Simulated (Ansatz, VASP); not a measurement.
**Two plane-wave programs on Hg**

```
Hg
1.0
     3.48556    0.00000    0.00000
    -1.74278    3.01859    0.00000
     0.00000    0.00000    5.28063
Hg
2
Direct
  0.66667 0.33333 0.75000
  0.33333 0.66667 0.25000
```

Alike in both runs: task single point; functional PBE; dispersion D3(BJ); k mesh 18 × 18 × 10; occupations gaussian, width 0.15 eV; no spin polarisation.

```csv
,VASP,Ansatz
version,VASP 6.6.1,Ansatz 0.2.0
potentials or method,"VASP PAW PBE potentials, release 64 (Hg)","scalar-relativistic, plane waves, PAW"
plane-wave cutoff (eV),520,420
valence electrons in the cell,24,40
```

```tsv
	VASP	Ansatz	Ansatz less VASP
gap on the k mesh at the Fermi level (eV)	none	none	-
pressure (GPa)	-0.8	-0.9	-0.13
largest component of the traceless stress (GPa)	0.28	0.25	-0.036
```

A gap of «none» marks a metal or a gap that the smearing closes. The two sets of potentials don't hold the same shells in valence.

Caveats: pairwise dispersion overbinds metals, which lowers pressure and volume. Spin-orbit coupling is left out, which matters for the levels of Hg.
